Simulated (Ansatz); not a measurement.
Input of an Ansatz 0.2.0 run:

input.yaml

```yaml
crystal:
  lattice:
    - [3.784322, 0.0, 0.0]
    - [0.0, 3.784322, 0.0]
    - [0.0, 0.0, 3.784322]
  atoms:
    - { symbol: Pb, position: [0.0, 0.0, 0.0] }
    - { symbol: Se, position: [0.5, 0.5, 0.5] }
hamiltonian:
  xc: pbesol
  pseudopotentials: { kind: paw }
kpoints:
  mp_grid: { grid: [7, 7, 7] }
scf:
  occupations: { method: fermi_dirac, width: 0.05 }
output:
  forces: true
  stress: true
  eigenvalues: true
relax:
  f_tol: 0.01
  max_steps: 40
  cell: { stress_tol: 0.05 }
```

Potentials or basis: Ansatz PAW.

Command:

```bash
$ ansatz run input.yaml --threads 2 --pin off --max-ram 5632MiB --backend cpu --events-out ev --progress --plain --runs-dir out
```

Problem. Estimate the relaxed cell.

Solution. a = 3.703 Å, b = 3.703 Å, c = 3.703 Å, α = 90.00°, β = 90.00°, γ = 90.00°.

Problem. Predict the relaxed volume.

Solution. 25.40 Å³/atom.

Problem. Estimate the band gap on the k mesh.

Solution. None (metal or under the smearing width).

Problem. What does it give for the space group after relaxing (to 0.05 Å)?

Solution. Pm-3m (No. 221).

Final structure:
```yaml
crystal:
  lattice:
    - [3.70347, 0.00000, 0.00000]
    - [0.00000, 3.70347, 0.00000]
    - [0.00000, 0.00000, 3.70347]
  atoms:
    - { symbol: Pb, position: [0.00000, 0.00000, 0.00000] }
    - { symbol: Se, position: [0.50000, 0.50000, 0.50000] }
```

Caveat: the PAW data sets come from PBE, with cores solved anew for the run's functional, which leaves a small shift of forces and pressure. The run has no spin-orbit coupling, so splittings on Pb are missing.
